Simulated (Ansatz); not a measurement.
## H interstitial in SiO₂

The calculation used DFT PBE, scalar-relativistic, plane waves, PAW (Ansatz 0.2.0). Settings: 420 eV cutoff, 2×2×2 k-mesh, shifted by half a step, Gaussian smearing of 0.01 eV, collinear spin.

Host crystal, relaxed:

```cif
data_structure
_symmetry_space_group_name_H-M 'P 1'
_symmetry_Int_Tables_number 1
_cell_length_a 5.1054
_cell_length_b 5.1054
_cell_length_c 5.5851
_cell_angle_alpha 90.000
_cell_angle_beta 90.000
_cell_angle_gamma 120.000
_cell_volume 126.07
loop_
_atom_site_label
_atom_site_type_symbol
_atom_site_fract_x
_atom_site_fract_y
_atom_site_fract_z
_atom_site_occupancy
Si1 Si 0.00000 0.50000 0.66667 1
Si2 Si 0.50000 0.50000 0.33333 1
Si3 Si 0.50000 0.00000 0.00000 1
O1 O 0.79198 0.58396 0.50000 1
O2 O 0.20802 0.79198 0.83333 1
O3 O 0.58396 0.79198 0.16667 1
O4 O 0.20802 0.41604 0.50000 1
O5 O 0.79198 0.20802 0.83333 1
O6 O 0.41604 0.20802 0.16667 1
```

Supercell of 36 atoms, rows in host cell vectors: 1 0 1; 1 0 -1; 1 2 0. Atoms relax at the host's cell, keeping the symmetry that the supercell leaves at the site. The cell is small, so energies carry finite-size errors of tenths of an eV. The host's Kohn–Sham gap is 5.54 eV. Atoms are taken from and returned to the elements' standard states.

Defect: H interstitial at (0.000, 0.500, 0.167) of the host cell.

(1) What is the formation energy of the neutral defect?

(2) Does the neutral defect carry a moment, and how do its surroundings relax?

Answers

(1) 2.66 eV.

(2) It changes the cell's moment by 1.00 μB. The nearest neighbours before are 4 O at 2.29 Å, 2 O at 2.58 Å, 4 Si at 2.72 Å; after relaxation the atoms near the site are 2 O at 2.37 Å, 2 O at 2.38 Å, 2 O at 2.56 Å, 2 Si at 2.71 Å, 2 Si at 2.73 Å; the largest move is 0.11 Å.